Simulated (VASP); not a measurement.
# GaN (P6_3mc) in VASP: notebook, part 2 of 2

VASP 6.6.1. Earlier steps stand in the parts before.

### Step 3. Relaxation of cell and atoms, PBE

This run uses another cell than the first one, of 11.75 Å³/atom, 1.039 times its volume.

File INCAR:

```
SYSTEM = GaN
PREC = Accurate
ENCUT = 600
EDIFF = 1E-7
ISMEAR = 0
SIGMA = 0.03
LREAL = .False.
LASPH = .True.
NELM = 80
ALGO = Normal
ISIF = 3
LWAVE = .False.
LCHARG = .False.
GGA = PE
IBRION = 2
NSW = 90
EDIFFG = -0.005
```

File KPOINTS:

```
regular mesh
0
Gamma
  12 12 5
  0 0 0
```

File POSCAR:

```
GaN                                     
1.0
    3.2171485523      0.0000000000      0.0000000000
   -1.6085742761      2.7861323740     -0.0000000000
   -0.0000000000     -0.0000000000      5.2434746824
  Ga              N             
     2     2
Direct
     0.3333333332999970    0.6666666667000030    0.9992400812562294
     0.6666666667000030    0.3333333332999970    0.4992400812562295
     0.3333333332999970    0.6666666667000030    0.3757599187437705
     0.6666666667000030    0.3333333332999970    0.8757599187437706
```

Potentials or basis: VASP PAW PBE potentials, release 64 (Ga_d, N).

On the command line:

```
cat potpaw_PBE.64/Ga_d/POTCAR potpaw_PBE.64/N/POTCAR > POTCAR
mpirun -np 1 vasp_std > vasp.out
```

Run time: 71 s. Hardware: 1 thread of Intel Xeon 6975P-C (Granite Rapids), shared host; peak memory 0.22 GiB.

The run converged. Its results:

| Item | Value |
| --- | --- |
| Free energy | -24.3308 eV |
| Relaxed volume | 11.76 Å³/atom |
| Relaxed cell | a = 3.218 Å, b = 3.218 Å, c = 5.244 Å, α = 90.00°, β = 90.00°, γ = 120.00° |
| Space group after relaxing (to 0.05 Å) | P6_3mc (No. 186) |
| Energy gained by relaxing | 0.0 meV/atom |
| Ionic steps | 3 |
| Pressure after relaxing | 0.0 GPa |
| Band gap on the k mesh | 1.72 eV, direct |

Forces on the atoms (eV/Å):
```
Ga   0.000  0.000 -0.002
Ga   0.000  0.000 -0.002
N    0.000  0.000  0.002
N    0.000  0.000  0.002
```

Final structure:
```yaml
crystal:
  lattice:
    - [3.21773, 0.00000, 0.00000]
    - [-1.60886, 2.78663, 0.00000]
    - [0.00000, 0.00000, 5.24405]
  atoms:
    - { symbol: Ga, position: [0.33333, 0.66667, 0.99919] }
    - { symbol: Ga, position: [0.66667, 0.33333, 0.49919] }
    - { symbol: N, position: [0.33333, 0.66667, 0.37581] }
    - { symbol: N, position: [0.66667, 0.33333, 0.87581] }
```

Levels at points of the mesh, in eV from the valence-band top:
```tsv
k point	band 16	band 17	band 18	band 19	band 20	band 21
(0.00, 0.00, 0.00)	-0.04	0.00	0.00	1.72	4.07	9.02
(0.50, 0.00, 0.00)	-2.64	-2.12	-0.96	4.98	5.37	5.98
```

As with any semilocal functional, this PBE gap is likely too small.

### Step 4. Relaxation of cell and atoms, LDA

File INCAR:

```
PREC = Accurate
ENCUT = 600
EDIFF = 1E-6
ISMEAR = 0
SIGMA = 0.03
LREAL = F
LASPH = T
NELM = 80
ALGO = Normal
ISIF = 3
LWAVE = F
LCHARG = F
IBRION = 2
NSW = 90
EDIFFG = -0.01
```

File KPOINTS:

```
Automatic mesh
0
Gamma
  12 12 5
```

File POSCAR:

```
GaN
1.0
    3.1800000000      0.0000000000      0.0000000000
   -1.5900000000      2.7539607840      0.0000000000
    0.0000000000      0.0000000000      5.1660000000
Ga N
2 2
Direct
    0.3333333333      0.6666666667      0.0000000000
    0.6666666667      0.3333333333      0.5000000000
    0.3333333333      0.6666666667      0.3750000000
    0.6666666667      0.3333333333      0.8750000000
```

Potentials or basis: VASP PAW LDA potentials, release 64 (Ga_d, N).

On the command line:

```
cat potpaw_LDA.64/Ga_d/POTCAR potpaw_LDA.64/N/POTCAR > POTCAR
mpirun -np 1 vasp_std > vasp.out
```

Run time: 1.9 min. Hardware: 1 thread of Intel Xeon 6975P-C (Granite Rapids), shared host; peak memory 0.19 GiB.

The run converged. Its results:

```
Free energy                            : -27.9124 eV
Relaxed volume                         : 11.10 Å³/atom
Relaxed cell                           : a = 3.157 Å, b = 3.157 Å, c = 5.147 Å, α = 90.00°, β = 90.00°, γ = 120.00°
Space group after relaxing (to 0.05 Å) : P6_3mc (No. 186)
Energy gained by relaxing              : 2.7 meV/atom
Ionic steps                            : 3
Pressure after relaxing                : 0.0 GPa
Largest force after relaxing           : 0.010 eV/Å
Band gap on the k mesh                 : 2.11 eV, direct
```

Forces on the atoms (eV/Å):
```
Ga   0.000  0.000 -0.010
Ga   0.000  0.000 -0.010
N    0.000  0.000  0.010
N    0.000  0.000  0.010
```

Step by step:
```tsv
step	energy change (eV)	largest force (eV/Å)	pressure (GPa)	volume (Å³)
1	0.0000	0.1277	-3.52	45.24
2	-0.0003	0.1151	3.81	43.63
3	-0.0109	0.0097	0.01	44.42
```

Final structure:
```xyz
4
Lattice="3.1566 0.0000 0.0000 -1.5783 2.7337 0.0000 0.0000 0.0000 5.1474" Properties=species:S:1:pos:R:3 pbc="T T T"
Ga    0.0000    1.8225    5.1443
Ga    1.5783    0.9112    2.5706
N     0.0000    1.8225    1.9334
N     1.5783    0.9112    4.5071
```

Levels at points of the mesh, in eV from the valence-band top:
```tsv
k point	band 15	band 16	band 17	band 18	band 19	band 20	band 21	band 22
(0.00, 0.00, 0.00)	-1.08	-0.06	0.00	0.00	2.11	4.35	9.19	9.88
(0.50, 0.00, 0.00)	-4.39	-2.87	-2.33	-1.04	4.99	5.64	5.98	8.68
```

As with any semilocal functional, this LDA gap is likely too small. Zero-point motion and thermal expansion aren't in these numbers.

### Step 5. Relaxation of cell and atoms, LDA

This run uses another cell than the first one, of 11.10 Å³/atom, 0.982 times its volume.

Changes to INCAR since step 4:

```diff
@@ -2,3 +2,3 @@
 ENCUT = 600
-EDIFF = 1E-6
+EDIFF = 1E-7
 ISMEAR = 0
@@ -14,2 +14,2 @@
 NSW = 90
-EDIFFG = -0.01
+EDIFFG = -0.005
```

KPOINTS is that of step 4.

File POSCAR:

```
GaN                                     
1.0
    3.1565805935      0.0000000000     -0.0000000000
   -1.5782902967      2.7336789830      0.0000000000
   -0.0000000000      0.0000000000      5.1474125457
  Ga              N             
     2     2
Direct
     0.3333333332999970    0.6666666667000030    0.9993961474012717
     0.6666666667000030    0.3333333332999970    0.4993961474012717
     0.3333333332999970    0.6666666667000030    0.3756038525987283
     0.6666666667000030    0.3333333332999970    0.8756038525987283
```

Potentials or basis: VASP PAW LDA potentials, release 64 (Ga_d, N).

On the command line:

```
cat potpaw_LDA.64/Ga_d/POTCAR potpaw_LDA.64/N/POTCAR > POTCAR
mpirun -np 1 vasp_std > vasp.out
```

OUTCAR:

```text
PREC = Accurate
   ENCUT = 600
   EDIFF = 1E-7
   ISMEAR = 0
   LREAL = F
   LASPH = T
   NELM = 80
   ISIF = 3
   IBRION = 2
   NSW = 90
   EDIFFG = -0.005

 ion  position               nearest neighbor table
   1  0.333  0.667  0.999-   4 1.93   4 1.93   4 1.93   3 1.94
   2  0.667  0.333  0.499-   3 1.93   3 1.93   3 1.93   4 1.94
   3  0.333  0.667  0.376-   2 1.93   2 1.93   2 1.93   1 1.94
   4  0.667  0.333  0.876-   1 1.93   1 1.93   1 1.93   2 1.94

  LATTYP: Found a hexagonal cell.
 ALAT       =     3.1565805935
 C/A-ratio  =     1.6306925780

  Lattice vectors:

 A1 = (   3.1565805935,   0.0000000000,   0.0000000000)
 A2 = (  -1.5782902967,   2.7336789830,   0.0000000000)
 A3 = (   0.0000000000,   0.0000000000,   5.1474125457)

Analysis of symmetry for initial positions (statically):
[... 260 lines left out ...]
 Free energy of the ion-electron system (eV)
  ---------------------------------------------------
  ext. energy  EPLUGINS =         0.00000000
  ---------------------------------------------------
  free energy    TOTEN  =       -27.91140141 eV

  energy without entropy =      -27.91140141  energy(sigma->0) =      -27.91140141

 E-fermi :   5.5223     XC(G=0): -12.2716

 val. band max:        5.3841673614   @ k =   0.0000   0.0000   0.0000
 cond. band min:       7.4944217241   @ k =   0.0000   0.0000   0.0000
 fundamental gap:      2.1102543627
 Fermi energy:         5.5223359179

 k-point     1 :       0.0000    0.0000    0.0000
  band No.  band energies     occupation
      1     -10.7145      2.00000
      2      -9.7510      2.00000
      3      -8.1987      2.00000
      4      -8.1814      2.00000
      5      -8.1814      2.00000
      6      -8.1154      2.00000
[... 589 lines left out ...]
     21      12.4871      0.00000
     22      13.6294      0.00000

 [... further k-points ...]
[... 5 lines left out ...]
  --------------------------------------------------------------------------------------
  -------------------------------------------------------------------------------------
  Total        0.0105012      0.0105012     -0.0124039      0.0000000     -0.0000000      0.0000000
  in kB        0.3787019      0.3787019     -0.4473182      0.0000000     -0.0000000      0.0000000
  external PRESSURE =       0.1033619 kB  Pullay stress =       0.0000000 kB
[... 19 lines left out ...]
  FREE ENERGIE OF THE ION-ELECTRON SYSTEM (eV)
  ---------------------------------------------------
  free  energy   TOTEN  =       -27.9114014092 eV

  energy  without entropy=      -27.9114014092  energy(sigma->0) =      -27.91140141

 reached required accuracy - stopping structural energy minimisation
```

CONTCAR:

```text
GaN
   1.00000000000000
     3.1567818325244885    0.0000000000000037    0.0000000000000000
    -1.5783909162122378    2.7338532611074253    0.0000000000000000
     0.0000000000000000    0.0000000000000000    5.1479246297629162
  Ga              N
     2     2
Direct
     0.3333333332999970    0.6666666667000030    0.9993293524732441
     0.6666666667000030    0.3333333332999970    0.4993293524732440
     0.3333333332999970    0.6666666667000030    0.3756706475267560
     0.6666666667000030    0.3333333332999970    0.8756706475267559

  0.00000000E+00  0.00000000E+00  0.00000000E+00
  0.00000000E+00  0.00000000E+00  0.00000000E+00
  0.00000000E+00  0.00000000E+00  0.00000000E+00
  0.00000000E+00  0.00000000E+00  0.00000000E+00
```

Run time: 2.2 min. Hardware: 1 thread of Intel Xeon 6975P-C (Granite Rapids), shared host; peak memory 0.18 GiB.

What came out:

- Free energy: -27.9114 eV
- Relaxed volume: 11.11 Å³/atom
- Relaxed cell: a = 3.157 Å, b = 3.157 Å, c = 5.148 Å, α = 90.00°, β = 90.00°, γ = 120.00°
- Space group after relaxing (to 0.05 Å): P6_3mc (No. 186)
- Energy gained by relaxing: 0.0 meV/atom
- Ionic steps: 3
- Pressure after relaxing: 0.0 GPa
- Band gap on the k mesh: 2.11 eV, direct

Final structure:
```
Ga N
1.0
     3.15678    0.00000    0.00000
    -1.57839    2.73385    0.00000
     0.00000    0.00000    5.14792
Ga N
2 2
Direct
  0.33333 0.66667 0.99933
  0.66667 0.33333 0.49933
  0.33333 0.66667 0.37567
  0.66667 0.33333 0.87567
```

As with any semilocal functional, this LDA gap is likely too small.
